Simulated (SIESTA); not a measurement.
KBr in SIESTA: the effect of functional

KBr:

```xyz
2
Lattice="0.0000 3.3000 3.3000 3.3000 0.0000 3.3000 3.3000 3.3000 0.0000" Properties=species:S:1:pos:R:3 pbc="T T T"
Br    3.3000    3.3000    3.3000
K     0.0000    0.0000    0.0000
```

Alike in all runs:

- Program: SIESTA 5.4.2
- Task: band structure
- Basis: DZP (energy shift 0.003 Ry; two zetas on semicore shells; d shell added on K)
- Grid cutoff: 800 Ry
- Energy shift: 0.003 Ry
- k mesh: 7 × 7 × 7
- Occupations: fermi-dirac, width 0.05 eV
- Spin: no spin polarisation

Q: One run gave: gap on the mesh 4.55 eV; pressure 1.7 GPa. Which functional did it use?
A. AM05
B. BLYP
C. vdW-DF-cx

A: B.

```tsv
functional	potentials or basis	gap on the mesh (eV)	pressure (GPa)
AM05	PseudoDojo 0.4 standard (PBEsol files)	4.56	0.5
BLYP	PseudoDojo 0.4 standard (PBE files)	4.55	1.7
vdW-DF-cx	PseudoDojo 0.4 standard (PBE files)	4.60	0.2
```

Caveats: the potentials were made for another functional, which shifts forces and pressure; the basis of atomic orbitals isn't converged, which shifts pressures, moduli and gaps.

